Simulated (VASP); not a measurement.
## Results of a VASP single-point calculation on GaP (zincblende)

POSCAR

```
Ga P
 1.0000000000000000
    -0.0000000000000000    2.7253992941285432    2.7253992941285432
     2.7253992941285432    0.0000000000000000    2.7253992941285432
     2.7253992941285432    2.7253992941285432    0.0000000000000000
 Ga  P
   1   1
Cartesian
  0.0000000000000000 -0.0000000000000000 -0.0000000000000000
  1.3626996470642714  1.3626996470642714  1.3626996470642714
```

| Item | Value |
| --- | --- |
| gap between bands v and c | 1.86 eV |
| least direct gap | 2.34 eV |

Band v is the last that the valence electrons fill when counted band by band, and c is the next. Levels in eV from the top of v:

```json
{"point": "Γ", "v−1": "0.00", "v": "0.00", "c": "2.34", "c+1": "4.19"}
{"point": "X", "v−1": "-2.80", "v": "-2.80", "c": "1.91", "c+1": "2.10"}
{"point": "W", "v−1": "-3.70", "v": "-3.54", "c": "5.04", "c+1": "5.30"}
{"point": "K", "v−1": "-4.07", "v": "-2.35", "c": "2.48", "c+1": "5.19"}
{"point": "L", "v−1": "-1.17", "v": "-1.17", "c": "2.04", "c+1": "5.06"}
```

Which of these levels of theory gave these results?
A. LDA
B. HSE06
C. r²SCAN
D. PBE with spin–orbit coupling
E. PBE
F. PBE0
G. PBEsol

C.

The INCAR was:

```
NBANDS = 16
ISIF = 2
ALGO = Normal
NELM = 120
LWAVE = .FALSE.
ENCUT = 520
EDIFF = 1E-7
LCHARG = .FALSE.
LASPH = .TRUE.
NSW = 0
IBRION = -1
LREAL = .FALSE.
SIGMA = 0.01
PREC = Accurate
METAGGA = R2SCAN
ISMEAR = 0
```
